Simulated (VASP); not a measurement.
**Cd: equation of state with PBE**

The system is Cd.

```
Cd
1.0
     0.00000    2.21815    2.21815
     2.21815    0.00000    2.21815
     2.21815    2.21815    0.00000
Cd
1
Direct
  0.00000 0.00000 0.00000
```

This isn't the form of Cd at room conditions, which is hcp.

```
Program                : VASP 6.6.1
Task                   : equation of state
Functional             : PBE
Potentials or basis    : VASP PAW PBE potentials, release 64 (Cd)
Cutoff                 : 520 eV
k mesh                 : 10 × 10 × 10
Occupations            : fermi-dirac, width 0.05 eV
Spin                   : no spin polarisation
Further INCAR settings : ALGO = Normal; EDIFF = 1e-07; NBANDS = 12
```

| Item | Value |
| --- | --- |
| Equilibrium volume | 23.01 Å³/atom |
| Bulk modulus | 43 GPa |
| Pressure derivative of the bulk modulus | 4.9 |

Energy against volume, from the lowest point:
```
volume (Å³/atom)  energy (meV/atom)
          20.518              45.48
          20.954              29.65
          21.391              17.61
          21.827               8.97
          22.264               3.36
          22.701               0.48
          23.137               0.00
```

All runs of the series together: 43 s on 1 thread of Intel(R) Xeon(R) Platinum 8488C (Sapphire Rapids), on a shared host.
